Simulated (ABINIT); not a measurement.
A run of ABINIT 10.8.3 (patched build) is set up as follows.

The input run.abi:

```
# Datasets: ground state, then fixed potential
ndtset 2

# Pseudopotentials
pp_dirpath "./"
pseudos "Br.upf, K.upf"

# Structure
acell 4.6669047558 4.6669047558 4.6669047558 Angstrom
rprim
     0.0000000000     0.7071067812     0.7071067812
     0.7071067812     0.0000000000     0.7071067812
     0.7071067812     0.7071067812     0.0000000000
ntypat 2
znucl 35 19
natom 2
typat 1 2
xred
     0.5000000000     0.5000000000     0.5000000000
     0.0000000000     0.0000000000     0.0000000000

# Plane-wave basis
ecut 36.0

# Exchange and correlation
ixc 7

# Bands and occupations
occopt 3
tsmear 0.05 eV

# SCF cycle
nstep 100

# Output
iomode 3
prtwf 0
prteig 0
prtebands 0
prtden1 1

# Dataset 1
kptopt1 1
ngkpt1 7 7 7
nshiftk1 1
shiftk1 0.0 0.0 0.0
nband1 12
tolvrs1 1.0e-10

# Dataset 2: bands along G-X-W-K-G-L-U-W-L-K
iscf2 -2
getden2 1
nband2 16
nbdbuf2 2
tolwfr2 1.0e-12
kptopt2 -9
ndivsm2 5
prteig2 1
kptbounds2
     0.0000000000     0.0000000000     0.0000000000
     0.5000000000     0.0000000000     0.5000000000
     0.5000000000     0.2500000000     0.7500000000
     0.3750000000     0.3750000000     0.7500000000
     0.0000000000     0.0000000000     0.0000000000
     0.5000000000     0.5000000000     0.5000000000
     0.6250000000     0.2500000000     0.6250000000
     0.5000000000     0.2500000000     0.7500000000
     0.5000000000     0.5000000000     0.5000000000
     0.3750000000     0.3750000000     0.7500000000
```

Potentials or basis: PseudoDojo NC SR LDA v0.4.1 standard.

Run with:

```console
$ abinit run.abi > log 2>&1
```

(1) Predict the band gap on the k mesh.

(2) Predict the pressure.

(3) Estimate the band gap along the path.

## Answers

(1) 4.03 eV, direct.

(2) -1.7 GPa.

(3) 4.03 eV, direct.
